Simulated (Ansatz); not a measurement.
# VO₂

The computed numbers are results of PBE+U (U_eff = 3.2 eV on V 3d), scalar-relativistic (collinear spin) in the plane-wave PAW code Ansatz at 420 eV, Γ-centred 6×6×6 mesh, 0.05 eV Gaussian smearing; PAW files: Ansatz's generated set soft_2.

```xyz
6
Lattice="4.4826 0.0000 0.0000 0.0000 4.4826 0.0000 0.0000 0.0000 3.0247" Properties=species:S:1:pos:R:3 pbc="T T T"
V     0.0000    0.0000    0.0000
V     2.2413    2.2413    1.5123
O     1.3398    1.3398    0.0000
O     0.9015    3.5812    1.5123
O     3.1428    3.1428    0.0000
O     3.5812    0.9015    1.5123
```

The chain of runs began from a measured cell (COD), expanded in volume. The relaxation kept the space group but changed the cell's proportions, one axis by 5 % at equal volume, so the results may not describe the measured structure. The database's entry of this formula in the relaxed cell's space group, P4_2/mnm, has axes of 4.555 × 4.555 × 2.853 Å and 9.86 Å³/atom (2018), the relaxed one 4.483 × 4.483 × 3.025 Å and 10.13.

Magnetic state: ferromagnetic, site spin moments V 0.86; O -0.06 μB.

The cell above was scaled in volume, and shape and atoms were relaxed at each volume within its symmetry. Energies are counted from the cell above.

The cell is relaxed to zero pressure at this level.

```csv
V (Å³/atom),ΔE (meV/atom),P (GPa),gap on the mesh (eV),largest moment (μB)
9.57,24.9,15.0,1.03,0.83
9.72,12.8,10.5,0.99,0.84
9.93,?,?,?,?
10.13,0.0,0.0,0.88,0.86
10.33,2.9,-4.4,0.82,0.87
10.53,11.0,-8.4,0.77,0.89
10.84,32.1,-13.6,0.69,0.91
11.14,62.1,-17.9,0.61,0.93
```

(1) Fill in the withheld row.

(2) What do the points give for the equilibrium volume, the bulk modulus and its pressure derivative (third-order Birch–Murnaghan)?

Answers:

(1) ΔE (meV/atom): 3.1, P (GPa): 5.0, gap on the mesh (eV): 0.93, largest moment (μB): 0.85.

(2) V0 = 10.13 Å³/atom, B0 = 234 GPa, B0′ = 4.6.

B0·V0 = 234.3 GPa × 10.13 Å³ = 14.81 eV/atom sets the scale: near the minimum ΔE ≈ ½ B0 V0 x², with x = V/V0 − 1, and a pressure of 2.3 GPa squeezes the volume by about 1 %. At the ends of the curve: x = −5.5 % predicts 22.4 meV/atom and the run gives 24.9; x = +10.0 % predicts 74.1 meV/atom and the run gives 62.1. The curve is steeper than the parabola on the compressed side and flatter on the expanded side: the bulk modulus rises with pressure.

The site moment grows with the volume while the cell's moment hardly changes: with less mixing between neighbours the spin density draws onto the magnetic atoms.

Open d and f shells can converge to several self-consistent states; this is the one that the run reached. Site moments are of spin, integrated over atomic spheres.
